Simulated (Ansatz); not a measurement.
# Kick test of a cell of ZnO

It was relaxed at this level from a measured cell (COD).

Level of theory: DFT PBE, scalar-relativistic, plane waves, PAW (Ansatz 0.2.0). Plane waves to 420 eV, a k mesh through Γ of 12×12×6 on the computed 4-atom cell and Gaussian smearing (0.02 eV); no spin polarisation.

The cell below (4 atoms, space group P6_3mc (No. 186)) is relaxed within its symmetry.

```cif
data_structure
_symmetry_space_group_name_H-M 'P 1'
_symmetry_Int_Tables_number 1
_cell_length_a 3.2795
_cell_length_b 3.2795
_cell_length_c 5.2929
_cell_angle_alpha 90.000
_cell_angle_beta 90.000
_cell_angle_gamma 120.000
_cell_volume 49.30
loop_
_atom_site_label
_atom_site_type_symbol
_atom_site_fract_x
_atom_site_fract_y
_atom_site_fract_z
_atom_site_occupancy
Zn1 Zn 0.33333 0.66667 0.00149 1
Zn2 Zn 0.66667 0.33333 0.50149 1
O1 O 0.33333 0.66667 0.38061 1
O2 O 0.66667 0.33333 0.88061 1
```

For the test a repeat of it with 8 atoms (edges 3.28, 3.28, 10.59 Å) was strained at random (σ = 1.5 % a component), the atoms were moved at random (σ = 0.05 Å), and all was relaxed again on a coarse 6×6×2 mesh (in the run’s order of axes) with 0.10 eV smearing, with no symmetry imposed.

Question: Is the structure stable against such a distortion?

Answer: It returns, within 1 meV/atom of the unmoved cell on that mesh and with the same symmetry when read at 0.1 Å. No instability shows in this cell; modes of other wave vectors, which need another repeat, aren't tested.
